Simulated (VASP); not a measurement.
# ZnO (zincite) (P6_3mc) in VASP: notebook

The runs below take ZnO (zincite) through band structure, with HSE06, HSE03.

Program: VASP 6.6.1. These are calculated values, not measurements. Logs are shortened: lines on timing, memory, paths and dates and some standing lists are left out, and cuts for length are marked.

**Measured values to compare with.**

“Electronic structure of alkaline earth and post-transition metal oxides”, 2009, arxiv:0908.1581 quotes, for a bulk crystal of ZnO: band gap 3.37 eV.

How close the calculation comes is told below.

### 1 Starting point

Symmetry: P6_3mc, No. 186, hexagonal system. Conventional cell: a = 3.249 Å, b = 3.249 Å, c = 5.206 Å, α = 90.00°, β = 90.00°, γ = 120.00°. Around Zn (site symmetry 3m) lie 4 O at 1.97 to 1.98 Å. Around O (site symmetry 3m) lie 4 Zn at 1.97 to 1.98 Å.

### 2 Band structure, HSE06

POSCAR

```
ZnO
1.0
    3.2493080000      0.0000000000      0.0000000000
   -1.6246540000      2.8139832727      0.0000000000
    0.0000000000      0.0000000000      5.2057090000
Zn O
2 2
Direct
    0.6666666667      0.3333333333      0.0000000000
    0.3333333333      0.6666666667      0.5000000000
    0.3333333333      0.6666666667      0.8790100000
    0.6666666667      0.3333333333      0.3790100000
```

INCAR.step1

```
SYSTEM = ZnO
PREC = Accurate
ENCUT = 520
EDIFF = 1E-5
ISMEAR = 0
SIGMA = 0.02
LREAL = .FALSE.
LASPH = .TRUE.
NELM = 80
ALGO = Normal
ISIF = 2
LWAVE = .TRUE.
LCHARG = .FALSE.
GGA = PE
KPAR = 4
```

INCAR.step2

```
SYSTEM = ZnO
PREC = Accurate
ENCUT = 520
EDIFF = 1E-7
ISMEAR = 0
SIGMA = 0.02
LREAL = .FALSE.
LASPH = .TRUE.
NELM = 80
ALGO = Normal
ISIF = 2
LWAVE = .FALSE.
LCHARG = .FALSE.
GGA = PE
LHFCALC = .TRUE.
HFSCREEN = 0.2
PRECFOCK = Fast
ISTART = 1
KPAR = 4
```

KPOINTS

```
regular mesh
0
G
  6 6 4
  0 0 0
```

KPOINTS_OPT

```
path GMKGALHA,LM,KH
12
line-mode
reciprocal
 0.0000000000  0.0000000000  0.0000000000  G
 0.5000000000  0.0000000000  0.0000000000  M

 0.5000000000  0.0000000000  0.0000000000  M
 0.3333333333  0.3333333333  0.0000000000  K

 0.3333333333  0.3333333333  0.0000000000  K
 0.0000000000  0.0000000000  0.0000000000  G

 0.0000000000  0.0000000000  0.0000000000  G
 0.0000000000  0.0000000000  0.5000000000  A

 0.0000000000  0.0000000000  0.5000000000  A
 0.5000000000  0.0000000000  0.5000000000  L

 0.5000000000  0.0000000000  0.5000000000  L
 0.3333333333  0.3333333333  0.5000000000  H

 0.3333333333  0.3333333333  0.5000000000  H
 0.0000000000  0.0000000000  0.5000000000  A

 0.5000000000  0.0000000000  0.5000000000  L
 0.5000000000  0.0000000000  0.0000000000  M

 0.3333333333  0.3333333333  0.0000000000  K
 0.3333333333  0.3333333333  0.5000000000  H
```

Potentials or basis: VASP PAW PBE potentials, release 64 (Zn, O).

Run with:

```console
$ cat potpaw_PBE.64/Zn/POTCAR potpaw_PBE.64/O/POTCAR > POTCAR
$ cp INCAR.step1 INCAR
$ mpirun -np 4 vasp_std > vasp.out
$ cp INCAR.step2 INCAR
$ mpirun -np 4 vasp_std > vasp.out
```

OUTCAR:

```text
SYSTEM = ZnO
   PREC = Accurate
   ENCUT = 520
   EDIFF = 1E-7
   ISMEAR = 0
   LREAL = .FALSE.
   LASPH = .TRUE.
   NELM = 80
   ISIF = 2
   GGA = PE
   LHFCALC = .TRUE.
   HFSCREEN = 0.2
   PRECFOCK = Fast
   ISTART = 1

 ion  position               nearest neighbor table
   1  0.667  0.333  0.000-   4 1.97   3 1.98   3 1.98   3 1.98
   2  0.333  0.667  0.500-   3 1.97   4 1.98   4 1.98   4 1.98
   3  0.333  0.667  0.879-   2 1.97   1 1.98   1 1.98   1 1.98
   4  0.667  0.333  0.379-   1 1.97   2 1.98   2 1.98   2 1.98

  LATTYP: Found a hexagonal cell.
 ALAT       =     3.2493080000
 C/A-ratio  =     1.6020977390

  Lattice vectors:

 A1 = (   3.2493080000,   0.0000000000,   0.0000000000)
 A2 = (  -1.6246540000,   2.8139832727,   0.0000000000)
 A3 = (   0.0000000000,   0.0000000000,   5.2057090000)

Analysis of symmetry for initial positions (statically):
=====================================================================
 Subroutine PRICEL returns:
 Original cell was already a primitive cell.

 Routine SETGRP: Setting up the symmetry group for a
 hexagonal supercell.

 Subroutine GETGRP returns: Found 12 space group operations
 (whereof  6 operations were pure point group operations)
 out of a pool of 24 trial point group operations.

The static configuration has the point symmetry C_3v.
 The point group associated with its full space group is C_6v.

Analysis of symmetry for dynamics (positions and initial velocities):
=====================================================================
 Subroutine PRICEL returns:
 Original cell was already a primitive cell.

 Routine SETGRP: Setting up the symmetry group for a
 hexagonal supercell.

 Subroutine GETGRP returns: Found 12 space group operations
 (whereof  6 operations were pure point group operations)
 out of a pool of 24 trial point group operations.

The dynamic configuration has the point symmetry C_3v.
 The point group associated with its full space group is C_6v.

 Subroutine INISYM returns: Found 12 space group operations
 (whereof  6 operations are pure point group operations),
 and found     1 'primitive' translations

[... 98 lines left out ...]
   IBRION =     -1    ionic relax: 0-MD 1-quasi-New 2-CG
   NFREE  =      0    steps in history (QN), initial steepest desc. (CG)
   ISIF   =      2    stress and relaxation
   ISYM   =      3    0-nonsym 1-usesym 2-fastsym
   POTIM  = 0.5000    time-step for ionic-motion
   TEBEG  =    0.0;   TEEND  =   0.0 temperature during run
   PSTRESS=    0.0 pullay stress
   NELECT =      36.0000    total number of electrons
   NUPDOWN=      -1.0000    fix difference up-down
   EMIN   =  10.00;   EMAX   =-10.00  energy-range for DOS
   EFERMI =   0.00;   METHOD = LEGACY
   ISMEAR =     0;   SIGMA  =   0.02  broadening in eV -4-tet -1-fermi 0-gaus
   EFERMI_NEDOS =   21; number of points for ismear=-14 and -15
   IALGO  =     38    algorithm
   IMIX   =      1    mixing-type and parameters
     AMIX     =   0.40;   BMIX     =  1.00
     AMIX_MAG =   1.60;   BMIX_MAG =  1.00
  volume/ion in A,a.u.               =      11.90        80.30
  Fermi-wavevector in a.u.,A,eV,Ry     =   1.491574  2.818667 30.270160  2.224794
  Thomas-Fermi vector in A             =   2.604212
   LORBIT       =      0    0 simple, 1 ext, 2 COOP (PROOUT), +10 PAW based schemes
   GGA     = PE    functional components
   LHFCALC =     T    Hartree Fock is set to
   PRECFOCK=fast      Normal, Fast or Accurate (Low or Medium for compatibility)
   ENCUT4O =  -1.0   cutoff for four orbital integrals eV
   NKREDX  =     1    reduce k-point grid by
   NKREDY  =     1    reduce k-point grid by
   NKREDZ  =     1    reduce k-point grid by
   AEXX    =    0.2500 exact exchange contribution
   HFSCREEN=    0.2000 screening length (either q_TF or 0.3 A-1)
   HFSCREENC=   0.2000 screening length for correlation (either q_TF or 0.3 A-1)
   ENCUTFOCK=  -1.0 apply spherical cutoff to Coloumb kernel
   IVDW    =     0    specifies the selected vdW correction
   LEPSILON=     F    determine dielectric tensor
   LRPA    =     F    only Hartree local field effects (RPA)
 non-spin polarized calculation
 Gauss-broadening in eV      SIGMA  =   0.02
  energy-cutoff  :      520.00
  volume of cell :       47.60
 maximum number of plane-waves:      1302
  NGX = 14; NGY = 14; NGZ = 24

 number of electron      36.0000017 magnetization

 Free energy of the ion-electron system (eV)
  ---------------------------------------------------
  ext. energy  EPLUGINS =         0.00000000
  ---------------------------------------------------
  free energy    TOTEN  =       -22.75527842 eV

  energy without entropy =      -22.75527842  energy(sigma->0) =      -22.75527842

 E-fermi :   0.1012     XC(G=0):  -8.9052

 val. band max:       -0.0714836049   @ k =   0.0000   0.0000   0.0000
 cond. band min:       2.4267482357   @ k =   0.0000   0.0000   0.0000
 fundamental gap:      2.4982318406
 Fermi energy:         0.1012156049

 k-point     1 :       0.0000    0.0000    0.0000
  band No.  band energies     occupation
      1     -19.5620      2.00000
      2     -18.8073      2.00000
      3      -6.7020      2.00000
      4      -6.7020      2.00000
      5      -6.6733      2.00000
      6      -6.5017      2.00000
[... 514 lines left out ...]
     21       9.9989      0.00000
     22       9.9989      0.00000

------------------------ aborting loop because EDIFF is reached ----------------------------------------

  FORCE on cell =-STRESS in cart. coord.  units (eV):
  Direction    XX          YY          ZZ          XY          YZ          ZX
  --------------------------------------------------------------------------------------
  -------------------------------------------------------------------------------------
  Total        0.3749577      0.3749577      0.7973013      0.0000000     -0.0000000      0.0000000
  in kB       12.6211984     12.6211984     26.8374220      0.0000000     -0.0000000      0.0000000
  external PRESSURE =      17.3599396 kB  Pullay stress =       0.0000000 kB

 VOLUME and BASIS-vectors are now :
 -----------------------------------------------------------------------------
  energy-cutoff  :      520.00
  volume of cell :       47.60
      direct lattice vectors                 reciprocal lattice vectors
     3.249308000  0.000000000  0.000000000     0.307757836  0.177684070  0.000000000
    -1.624654000  2.813983273  0.000000000     0.000000000  0.355368139  0.000000000
     0.000000000  0.000000000  5.205709000     0.000000000  0.000000000  0.192096792

 POSITION                                       TOTAL-FORCE (eV/Angst)
 -----------------------------------------------------------------------------------
      1.62465      0.93799      0.00000        -0.000000      0.000000     -0.082702
     -0.00000      1.87599      2.60285        -0.000000      0.000000     -0.082702
     -0.00000      1.87599      4.57587        -0.000000      0.000000      0.082702
      1.62465      0.93799      1.97302         0.000000     -0.000000      0.082702
 -----------------------------------------------------------------------------------
    total drift:                               -0.000000     -0.000000     -0.001852

  FREE ENERGIE OF THE ION-ELECTRON SYSTEM (eV)
  ---------------------------------------------------
  free  energy   TOTEN  =       -22.7552784192 eV

  energy  without entropy=      -22.7552784192  energy(sigma->0) =      -22.75527842
```

OUTCAR.step1:

```text
SYSTEM = ZnO
   PREC = Accurate
   ENCUT = 520
   EDIFF = 1E-5
   ISMEAR = 0
   LREAL = .FALSE.
   LASPH = .TRUE.
   NELM = 80
[... 750 lines left out ...]
     -0.00000      1.87599      2.60285         0.000000     -0.000000     -0.074243
     -0.00000      1.87599      4.57587         0.000000      0.000000      0.074243
      1.62465      0.93799      1.97302        -0.000000     -0.000000      0.074243
 -----------------------------------------------------------------------------------
    total drift:                               -0.000000     -0.000000     -0.001107

  FREE ENERGIE OF THE ION-ELECTRON SYSTEM (eV)
  ---------------------------------------------------
  free  energy   TOTEN  =       -17.8201204633 eV

  energy  without entropy=      -17.8201204633  energy(sigma->0) =      -17.82012046
```

Run time: 34 min. Hardware: 4 MPI ranks of Intel Xeon 6975P-C (Granite Rapids), shared host; peak memory 0.37 GiB.

What came out:

```
Free energy             : -22.7553 eV
Pressure                : 1.7 GPa
Largest force           : 0.083 eV/Å
Band gap on the k mesh  : 2.50 eV, direct
Band gap along the path : 2.50 eV, direct
```

Forces in eV/Å, atoms in the order of the input:
```
Zn   0.000  0.000 -0.083
Zn   0.000  0.000 -0.083
O    0.000  0.000  0.083
O    0.000  0.000  0.083
```

Stress tensor (GPa, compression positive):
```
1.26 0.00 0.00
0.00 1.26 0.00
0.00 0.00 2.68
```

Levels at the corners of the path, in eV from the valence-band top:
| point | band 15 | band 16 | band 17 | band 18 | band 19 | band 20 | band 21 | band 22 |
| --- | --- | --- | --- | --- | --- | --- | --- | --- |
| Γ | -0.87 | -0.06 | 0.00 | 0.00 | 2.50 | 7.21 | 10.36 | 15.00 |
| M | -3.06 | -2.40 | -1.40 | -0.87 | 7.80 | 8.69 | 9.44 | 10.79 |
| M | -3.06 | -2.40 | -1.40 | -0.87 | 7.80 | 8.69 | 9.44 | 10.79 |
| K | -3.89 | -2.10 | -2.10 | -1.84 | 9.41 | 9.92 | 9.92 | 10.06 |
| K | -3.89 | -2.10 | -2.10 | -1.84 | 9.41 | 9.92 | 9.92 | 10.06 |
| Γ | -0.87 | -0.06 | 0.00 | 0.00 | 2.50 | 7.21 | 10.36 | 15.00 |
| Γ | -0.87 | -0.06 | 0.00 | 0.00 | 2.50 | 7.21 | 10.36 | 15.00 |
| A | -0.43 | -0.43 | -0.43 | -0.43 | 5.26 | 5.26 | 12.24 | 12.24 |
| A | -0.43 | -0.43 | -0.43 | -0.43 | 5.26 | 5.26 | 12.24 | 12.24 |
| L | -1.60 | -1.60 | -1.44 | -1.44 | 7.55 | 7.55 | 10.70 | 10.70 |
| L | -1.60 | -1.60 | -1.44 | -1.44 | 7.55 | 7.55 | 10.70 | 10.70 |
| H | -2.94 | -2.94 | -1.28 | -1.28 | 9.87 | 9.87 | 10.07 | 10.07 |
| H | -2.94 | -2.94 | -1.28 | -1.28 | 9.87 | 9.87 | 10.07 | 10.07 |
| A | -0.43 | -0.43 | -0.43 | -0.43 | 5.26 | 5.26 | 12.24 | 12.24 |
| L | -1.60 | -1.60 | -1.44 | -1.44 | 7.55 | 7.55 | 10.70 | 10.70 |
| M | -3.06 | -2.40 | -1.40 | -0.87 | 7.80 | 8.69 | 9.44 | 10.79 |
| K | -3.89 | -2.10 | -2.10 | -1.84 | 9.41 | 9.92 | 9.92 | 10.06 |
| H | -2.94 | -2.94 | -1.28 | -1.28 | 9.87 | 9.87 | 10.07 | 10.07 |

Caveat: the PAW data sets were made with another functional, which shifts forces and pressure a little.

### 3 Band structure, HSE03

POSCAR is that of step 2.

INCAR.step1 is that of step 2.

INCAR.step2, as its differences from that of step 2:

```diff
@@ -15,3 +15,3 @@
 LHFCALC = .TRUE.
-HFSCREEN = 0.2
+HFSCREEN = 0.3
 PRECFOCK = Fast
```

KPOINTS is that of step 2.

KPOINTS_OPT is that of step 2.

Potentials or basis: VASP PAW PBE potentials, release 64 (Zn, O).

Run with:

```console
$ cat potpaw_PBE.64/Zn/POTCAR potpaw_PBE.64/O/POTCAR > POTCAR
$ cp INCAR.step1 INCAR
$ mpirun -np 4 vasp_std > vasp.out
$ cp INCAR.step2 INCAR
$ mpirun -np 4 vasp_std > vasp.out
```

Run time: 34 min. Hardware: 4 MPI ranks of Intel Xeon 6975P-C (Granite Rapids), shared host; peak memory 0.37 GiB.

Results (log left out):

| Item | Value |
| --- | --- |
| Free energy | -22.2106 eV |
| Pressure | 2.0 GPa |
| Largest force | 0.083 eV/Å |
| Band gap on the k mesh | 2.25 eV, direct |
| Band gap along the path | 2.25 eV, direct |

Forces on the atoms (eV/Å):
```
Zn   0.000  0.000 -0.083
Zn   0.000  0.000 -0.083
O    0.000  0.000  0.083
O    0.000  0.000  0.083
```

Stress tensor (GPa, compression positive):
```
1.50 0.00 0.00
0.00 1.50 0.00
0.00 0.00 2.93
```

Levels at the corners of the path, in eV from the valence-band top:
| point | band 14 | band 15 | band 16 | band 17 | band 18 | band 19 | band 20 | band 21 | band 22 |
| --- | --- | --- | --- | --- | --- | --- | --- | --- | --- |
| Γ | -0.86 | -0.86 | -0.06 | 0.00 | 0.00 | 2.25 | 6.93 | 10.05 | 14.69 |
| M | -3.74 | -3.03 | -2.38 | -1.38 | -0.86 | 7.50 | 8.40 | 9.16 | 10.47 |
| M | -3.74 | -3.03 | -2.38 | -1.38 | -0.86 | 7.50 | 8.40 | 9.16 | 10.47 |
| K | -3.86 | -3.86 | -2.07 | -2.07 | -1.82 | 9.14 | 9.60 | 9.60 | 9.76 |
| K | -3.86 | -3.86 | -2.07 | -2.07 | -1.82 | 9.14 | 9.60 | 9.60 | 9.76 |
| Γ | -0.86 | -0.86 | -0.06 | 0.00 | 0.00 | 2.25 | 6.93 | 10.05 | 14.69 |
| Γ | -0.86 | -0.86 | -0.06 | 0.00 | 0.00 | 2.25 | 6.93 | 10.05 | 14.69 |
| A | -2.45 | -0.42 | -0.42 | -0.42 | -0.42 | 4.98 | 4.98 | 11.94 | 11.94 |
| A | -2.45 | -0.42 | -0.42 | -0.42 | -0.42 | 4.98 | 4.98 | 11.94 | 11.94 |
| L | -4.29 | -1.59 | -1.59 | -1.43 | -1.43 | 7.27 | 7.27 | 10.38 | 10.38 |
| L | -4.29 | -1.59 | -1.59 | -1.43 | -1.43 | 7.27 | 7.27 | 10.38 | 10.38 |
| H | -4.13 | -2.91 | -2.91 | -1.27 | -1.27 | 9.58 | 9.58 | 9.78 | 9.78 |
| H | -4.13 | -2.91 | -2.91 | -1.27 | -1.27 | 9.58 | 9.58 | 9.78 | 9.78 |
| A | -2.45 | -0.42 | -0.42 | -0.42 | -0.42 | 4.98 | 4.98 | 11.94 | 11.94 |
| L | -4.29 | -1.59 | -1.59 | -1.43 | -1.43 | 7.27 | 7.27 | 10.38 | 10.38 |
| M | -3.74 | -3.03 | -2.38 | -1.38 | -0.86 | 7.50 | 8.40 | 9.16 | 10.47 |
| K | -3.86 | -3.86 | -2.07 | -2.07 | -1.82 | 9.14 | 9.60 | 9.60 | 9.76 |
| H | -4.13 | -2.91 | -2.91 | -1.27 | -1.27 | 9.58 | 9.58 | 9.78 | 9.78 |

Caveat: the PAW data sets were made with another functional, which shifts forces and pressure a little.

### 4 How close it comes

Step 2. Measured gap of ZnO: 3.37 eV (quoted in “Electronic structure of alkaline earth and post-transition metal oxides”, 2009, arxiv:0908.1581). This calculation gives 2.50 eV (-0.87 eV). The value is that of HSE06, without temperature or zero-point motion.

Step 3. A measured gap of ZnO is 3.37 eV (quoted in “Electronic structure of alkaline earth and post-transition metal oxides”, 2009, arxiv:0908.1581); the calculated 2.25 eV misses it by -1.12 eV. The value is that of HSE03, without temperature or zero-point motion.
